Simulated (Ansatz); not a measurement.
## Lattice vibrations of KI at Γ

Method: Ansatz 0.2.0, DFT PBE, scalar-relativistic, plane waves, PAW. Cutoff 420 eV, 6×6×4 k-points (Γ-centred), fixed occupations. No spin polarisation. Phonons by linear response, acoustic sum rule imposed.

The cell, relaxed at this level:
```
K I
1.0
     6.08888    0.00000    0.00000
    -3.04444    5.27313    0.00000
     0.00000    0.00000    7.11966
K I
2 2
Cartesian
  0.0000 3.5154 6.6680
  3.0444 1.7577 3.1082
  0.0000 3.5154 3.1082
  3.0444 1.7577 6.6680
```

It was reached by relaxing an invented guess, and it needn't be the stable form of this composition. Spin–orbit coupling is left out, which matters for heavy elements. Modes under 40 cm⁻¹ are poorly fixed.

Optical modes at Γ (transverse, no macroscopic field):
```csv
frequency (cm⁻¹),degeneracy,IR intensity of the level ((D/Å)²/amu)
31,2,0.00
48,1,0.00
92,1,2.20
94,2,3.23
95,2,0.00
100,1,0.00
```

All 9 optical modes at Γ are real: no displacement of atoms at fixed cell lowers the energy to second order. Strains and modes at other wave vectors aren't tested by this run.

* Electronic dielectric constant ε∞ (principal values): 2.30, 2.30, 2.48
* Static dielectric constant ε0 (principal values): 4.0, 4.0, 4.9
* Refractive index √ε∞, mean: 1.54
* Kohn–Sham gap on the mesh: 3.75 eV
* Cost: 3.1 min on 1 thread of Intel(R) Xeon(R) 6975P-C (Granite Rapids), with other jobs on the host, peak memory 1.7 GiB

Born effective charges (e):
| atom | Z*xx | Z*yy | Z*zz | mean |
| --- | --- | --- | --- | --- |
| K (atom 1) | 1.02 | 1.02 | 1.19 | 1.08 |
| I (atom 3) | -1.02 | -1.02 | -1.19 | -1.08 |
